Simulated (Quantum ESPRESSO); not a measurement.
# HfC: single point with PBE

Crystal: HfC.

```xyz
2
Lattice="-1.3967 2.4972 1.8473 1.3967 -2.4972 1.8473 1.3967 2.4972 -1.8473" Properties=species:S:1:pos:R:3 pbc="T T T"
Hf   -0.0338   -0.0295    3.6460
C    -0.0402    2.5273    0.6538
```

The cell was built by a generator and needn't be a form met in nature.

The cell isn't the ideal one: atoms moved at random, drawn with an rms of 0.05 Å.

* Program: Quantum ESPRESSO 7.5
* Task: single point
* Functional: PBE
* Potentials or basis: SSSP 1.3 efficiency PBE
* Cutoff: 816 eV
* Density cutoff: 5987 eV
* k mesh: 12 × 12 × 12
* Occupations: fermi-dirac, width 0.05 eV
* Spin: no spin polarisation

```json
{
 "Pressure": "63.6 GPa",
 "Largest force": "10.832 eV/Å",
 "Band gap on the k mesh": "0.48 eV, indirect (least direct gap 0.89 eV)"
}
```

Forces in eV/Å, atoms in the order of the input:
```
Hf   -0.264  -0.491  10.818
C     0.264   0.491 -10.818
```

Stress tensor (GPa, compression positive):
```
160.56   0.08  -1.88
  0.08 -22.56  -2.74
 -1.88  -2.74  52.78
```

Levels at points of the mesh, in eV from the valence-band top:
```tsv
k point	band 4	band 5	band 6	band 7	band 8	band 9	band 10	band 11	band 12	band 13
(0.00, 0.00, 0.00)	-29.20	-11.78	-4.05	-3.05	-1.18	2.00	3.97	5.12	6.32	7.24
(0.00, 0.00, -0.50)	-29.56	-8.30	-5.60	-2.57	-2.35	3.34	4.84	5.11	6.69	7.83
(0.00, -0.50, 0.00)	-29.57	-9.60	-3.94	-1.64	-0.08	2.18	4.26	5.38	5.85	6.27
(0.00, -0.50, -0.50)	-29.24	-9.41	-5.81	-3.65	-1.72	3.04	4.24	5.59	6.76	9.93
(-0.50, -0.50, -0.50)	-29.29	-9.98	-5.02	-3.25	-0.70	3.18	5.78	6.87	6.99	7.79
(-0.50, 0.50, 0.00)	-29.56	-8.30	-5.59	-2.56	-2.36	3.33	4.84	5.12	6.70	7.83
(-0.50, 0.00, 0.50)	-29.57	-9.60	-3.90	-1.62	-0.08	2.10	4.20	5.38	5.83	6.25
(-0.50, 0.00, 1.00)	-29.23	-9.55	-5.67	-4.06	-1.88	3.21	5.01	5.79	6.93	9.80
```

It took 3.6 min on 1 thread of Arm Neoverse V1 (shared host), peak memory 0.33 GiB.

Caveat: the cell as given lies far from equilibrium; spin-orbit coupling is left out, which moves the levels of the heavy elements. A k mesh can miss the band edges.
